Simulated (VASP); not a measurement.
# Zone-centre phonons and band gap of wurtzite ZnO from −8 to 21 GPa at LDA: where the straight line in pressure ends

Compression stiffens the bonds of a crystal, so the usual rule of thumb says that phonon frequencies rise in proportion to pressure; for many tetrahedral semiconductors the same is said of the direct gap. Measured pressure coefficients are quoted in this form, as one slope per mode or gap, and are then often used far from the pressures at which they were obtained. The series tests the rule on wurtzite ZnO at LDA, with two zone-centre modes, E2 and E1, and the Kohn-Sham gap at eight volumes. Pressure is counted from the relaxed LDA cell, which is probably somewhat smaller than the measured one, and negative pressure means an expanded cell.

## Set-up

One crystal, ZnO, at LDA: relaxed at zero pressure to V0 = 11.417 Å³ per atom, then scaled in volume. Shape and atoms were relaxed at fixed volume inside the space group only where a force in the scaled cell exceeded 0.003 eV/Å; the cells at V/V0 = 1.04 to 0.98 met this threshold at once and keep the axial ratio and atomic positions of V0. Program: VASP 6.6.1, plane waves and PAW (data sets made for LDA of release 64), scalar-relativistic without spin-orbit coupling, no spin polarisation. Cutoff 560 eV; on the k meshes the divisions times the cell-vector length are 19 Å or more. Occupations: Gaussian smearing of 0.03 eV. Harmonic zone-centre modes at natural masses by linear response on k meshes of 14×14×8, no LO-TO term.

Notes on method and selection:

- Semilocal functionals put Kohn-Sham gaps below measured gaps.
- LDA cells are as a rule a few per cent too small in volume, so zero pressure here is not the measured volume.
- Negative pressure stands for expanded cells, as under thermal expansion or tension; some phases are not stable over the whole range.
- The mode Grüneisen parameter is γ = (B0/ω0)·dω/dP at zero pressure.
- Pressure against volume is the equation of state; its slope gives the bulk modulus B0 = −dP/d ln V.
- A measured value is attached only where its sources agree among themselves; tables made before the last selection also left out values far from the computed one, as likely another phase or mode.
- Two zone-centre modes at most are shown, picked by rule: the highest of even parity (or the highest of all, or E2 and E1 in wurtzite-type cells) and a low one; B1g of an hcp metal is silent in Raman and infrared spectra.
- Runs that did not converge, have known faults or may not be shown are not listed, and runs on Ansatz's PAW sets soft_1 and soft_2 are kept to separate tables.

Columns:

- pressure (GPa): pressure from the stress tensor, compression positive.
- volume (Å³): volume per atom.
- E2 mode (cm⁻¹): zone-centre mode of symmetry E2 (no. 2 from below), without the macroscopic field; negative means imaginary.
- E1 mode (cm⁻¹): zone-centre mode of symmetry E1, without the macroscopic field; negative means imaginary.
- gap (eV): Kohn-Sham gap on the k mesh of the relaxation, zero where the bands overlap.
- c/a: axial ratio c/a of the conventional cell.

Input lines of one member:

```
PREC = Accurate
ENCUT = 560
EDIFF = 1E-07
NELM = 100
ISMEAR = 0
SIGMA = 0.03
LREAL = .FALSE.
ALGO = Normal
GGA = CA
NBANDS = 24
LORBIT = 11
IBRION = 2
NSW = 50
ISIF = 4
EDIFFG = -0.003
```

Command (options for logging and memory left out): `vasp_std`

## Numbers

```
member       pressure (GPa)  volume (Å³)  E2 mode (cm⁻¹)  E1 mode (cm⁻¹)  gap (eV)  c/a
V/V0 = 1.06  −8.28           12.102       396.4           366.9           0.703     1.6167
V/V0 = 1.04  −5.85           11.874       412.3           381.7           0.734     1.6165
V/V0 = 1.02  −3.10           11.645       429.2           397.5           0.765     1.6165
V/V0 = 1     −0.03           11.417       446.7           413.6           0.797     1.6165
V/V0 = 0.98  3.38            11.189       464.2           430.2           0.830     1.6165
V/V0 = 0.96  7.20            10.960       482.2           446.7           0.863     1.6164
V/V0 = 0.92  16.24           10.504       521.3           483.1           0.929     1.6186
V/V0 = 0.9   21.49           10.275       541.3           501.6           0.961     1.6231
```

Least-squares fits to the whole series, with x = pressure (GPa); R² and errors in the fitted variable (y, or ln y where the fit is in ln y):

```
y               members  fit                                  R²    rms residual  leave-one-out rms  the same for the mean of the others
E2 mode (cm⁻¹)  8        y = 446.1 + 5.490 x − 0.05046 x²     1.00  0.61          1.3                55
E1 mode (cm⁻¹)  8        y = 413.17 + 5.1113 x − 0.047421 x²  1.00  0.56          1.2                51
```

## The trend and its physics

Both modes and the gap rise at every step of compression, but by less and less per GPa. Between the two most expanded cells E2 gains 15.9 / 2.43 = 6.5 cm⁻¹ per GPa, between the two most compressed 20.0 / 5.25 = 3.8. For the gap the same slopes are 0.031 / 2.43 = 0.013 and 0.032 / 5.25 = 0.006 eV per GPa.

A simple model takes volume as the governing variable and rests on three assumptions.

1. Shorter bonds are stiffer, and equal relative changes of volume give equal relative changes of frequency: $d\ln\omega = -\gamma\, d\ln V$ with constant $\gamma$.

2. The gap follows the same variable: $dE_g = -D\, d\ln V$ with constant $D$. In band terms, the conduction edge, an antibonding state of mainly s character, rises faster on compression than the valence edge of O 2p and Zn 3d character.

3. The crystal becomes harder to compress as it is compressed: $B = B_0 + B'P$.

With $B = -dP/d\ln V$, the third assumption integrates to

$$s \equiv \ln\frac{V_0}{V} = \frac{1}{B'}\ln\!\left(1+\frac{B'P}{B_0}\right),$$

and the first two give

$$\omega = \omega_0\, e^{\gamma s}, \qquad E_g = E_0 + D\,s .$$

$B'$ is set to 4, a rough value common to many solids. Each property then has two constants besides its value at zero pressure: $B_0$, and $\gamma$ or $D$.

For small pressures $s \approx P/B_0 - B'P^2/(2B_0^2)$. The negative second term bends the gap curve downwards. For the frequencies the exponential bends upwards and cancels part of this, so they stay closer to a line than the gap does.

The lower E2 mode, computed but not tabled here, is an exception to the rule itself: it softens under compression. It mainly bends bonds instead of stretching them, and such shear-like modes commonly soften in tetrahedral crystals under pressure.

## Testing the model

The constants are fixed on V/V0 = 1 and V/V0 = 0.96, with the residual −0.03 GPa of the first taken as zero. The volume ratio is 11.417 / 10.960 = 1.0417, so $s$ = ln 1.0417 = 0.04085.

- $B_0$ = 4 × 7.20 / (1.0417⁴ − 1) = 162 GPa
- $\gamma$ for E2 = ln(482.2 / 446.7) / 0.04085 = 1.87
- $D$ = (0.863 − 0.797) / 0.04085 = 1.62 eV

Four other members then follow from their pressures alone, with $1/B'$ = 1 / 4 = 0.25.

**V/V0 = 0.9**, 21.49 GPa: $s$ = 0.25 × ln(1 + 4 × 21.49 / 162) = 0.1064.
E2: 446.7 × exp(1.87 × 0.1064) = 545.0 cm⁻¹; table 541.3.
Gap: 0.797 + 1.62 × 0.1064 = 0.969 eV; table 0.961.

**V/V0 = 0.92**, 16.24 GPa: $s$ = 0.25 × ln(1 + 4 × 16.24 / 162) = 0.0843.
E2: 446.7 × exp(1.87 × 0.0843) = 523.0 cm⁻¹; table 521.3.
Gap: 0.797 + 1.62 × 0.0843 = 0.934 eV; table 0.929.

**V/V0 = 1.04**, −5.85 GPa: $s$ = 0.25 × ln(1 − 4 × 5.85 / 162) = −0.0390.
E2: 446.7 × exp(−1.87 × 0.0390) = 415.3 cm⁻¹; table 412.3.
Gap: 0.797 − 1.62 × 0.0390 = 0.734 eV; table 0.734.

**V/V0 = 1.06**, −8.28 GPa: $s$ = 0.25 × ln(1 − 4 × 8.28 / 162) = −0.0572.
E2: 446.7 × exp(−1.87 × 0.0572) = 401.4 cm⁻¹; table 396.4.
Gap: 0.797 − 1.62 × 0.0572 = 0.704 eV; table 0.703.

Over all six members not used to fix the constants, the rms miss is about 3 cm⁻¹ for E2 and 0.004 eV for the gap. The scatter about the mean is roughly 50 cm⁻¹ and 0.09 eV.

## Exceptions

Largest departures from the fit to the whole series:

```
member       E2 mode (cm⁻¹)  fit    computed − fit  in rms residuals
V/V0 = 0.96  482.2           483.0  −0.8            1.3
V/V0 = 1.06  396.4           397.2  −0.8            1.3
V/V0 = 1     446.7           445.9  +0.8            1.3
V/V0 = 0.92  521.3           521.9  −0.6            1.1
```

The straight line fails first. The tangent to E2 at zero pressure, taken from the quadratic fit, gives 446.1 + 5.490 × 21.49 = 564.1 cm⁻¹ at V/V0 = 0.9, which is too high by 564.1 − 541.3 = 22.8 cm⁻¹. For the gap, the slope between V/V0 = 1.02 and 0.98 is 0.065 / 6.48 = 0.0100 eV per GPa; it leads to 0.797 + 0.0100 × 21.49 = 1.012 eV, too high by 0.051.

The model removes most of this error, but its E2 frequencies are still too high at both ends, by 5.0 cm⁻¹ at V/V0 = 1.06 and 3.8 at 0.9. The main fault is the constant $\gamma$. Taken between neighbouring rows, it falls from ln(412.3 / 396.4) / ln(12.102 / 11.874) = 2.07 in the expanded cells to ln(541.3 / 521.3) / ln(10.504 / 10.275) = 1.71 in the most compressed. A fixed 1.87 therefore lowers the frequency too little on expansion and raises it too much on compression.

The gap is clearly overestimated only under strong compression, where $D$ falls as well. There c/a also rises, to 1.6231 at V/V0 = 0.9, a change of shape that a model in volume alone leaves out and that may contribute.

## Conclusions and limits

For the rows from −5.85 to 3.38 GPa, straight lines through zero pressure reproduce both modes within 2 cm⁻¹ and the gap within 0.005 eV. At 21.49 GPa the line overstates the rise of E2 by about a quarter and that of the gap by about a third, and volume is the better variable.

The largest omitted effect is the LDA gap error. It lowers the gap by roughly 2 to 3 eV, some ten times the 0.258 eV that the gap spans here. The slope of the gap is probably too small as well, since LDA places the Zn 3d states too high and they then push the valence edge up too strongly on compression; the series does not test this.

Real ZnO changes to the rocksalt structure within this pressure range, so the most compressed rows describe a wurtzite crystal that is no longer the stable phase.

[Logs are printed without paths, hosts, clocks, repeated set-up lines and the standing remarks that a program may print on its own settings, such as how far it seeks lower states.]

[On method and selection: Where a scaled cell already met the thresholds, its relaxation stopped at the first step and kept the shape and positions of V0.]
